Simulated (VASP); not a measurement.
**VASP inputs for SnSe$_{2}$ (strained 1T (CdI2) bulk)**

INCAR

```
IBRION = -1
LCHARG = .FALSE.
SIGMA = 0.01
NBANDS = 20
NSW = 0
LREAL = .FALSE.
LASPH = .TRUE.
NELM = 120
ISIF = 2
ISMEAR = 0
LWAVE = .FALSE.
METAGGA = R2SCAN
PREC = Accurate
EDIFF = 1E-7
ENCUT = 520
ALGO = Normal
```

KPOINTS

```
KPOINTS created by Atomic Simulation Environment
0
Gamma
12 12 4
0 0 0
```

KPOINTS_OPT

```
special points
8
Reciprocal
0.0000000000 0.0000000000 0.0000000000 1
0.5000000000 0.0000000000 0.0000000000 1
0.3333333333 0.3333333333 0.0000000000 1
0.0000000000 0.0000000000 0.5000000000 1
0.5000000000 0.0000000000 0.5000000000 1
0.3333333333 0.3333333333 0.5000000000 1
0.0833333333 0.0833333333 0.0000000000 1
0.5000000000 0.0000000000 0.3500000000 1
```

POSCAR

```
Sn Se
 1.0000000000000000
     3.9119802189675466    0.0000000000000000    0.0000000000000000
    -1.9559901094837733    3.3878742487281062    0.0000000000000000
     0.0000000000000000    0.0000000000000000    6.2270790414999997
 Sn  Se
   1   2
Cartesian
  0.0000000000000000  0.0000000000000000  0.0000000000000000
 -0.0000000000000001  2.2585828324854038  1.5512358084145701
  1.9559901094837726  1.1292914162427019  4.6758432330854296
```

VASP ran with the recommended PBE PAW datasets (26 valence electrons in the cell).

Problem. Estimate the main results of this run.

Solution. gap between bands v and c 0.89 eV; least direct gap 1.08 eV; pressure -1.2 GPa; largest force 0.02 eV/Å.

Band v is the last that the valence electrons fill when counted band by band, and c is the next. Levels in eV from the top of v:

```csv
point,v−1,v,c,c+1
Γ,-0.50,-0.03,1.05,3.24
M,-1.10,-0.38,1.22,4.12
K,-1.43,-1.43,1.51,6.82
A,-0.35,-0.35,2.34,3.17
L,-0.81,-0.75,0.97,4.60
H,-0.38,-0.38,2.49,5.12
```
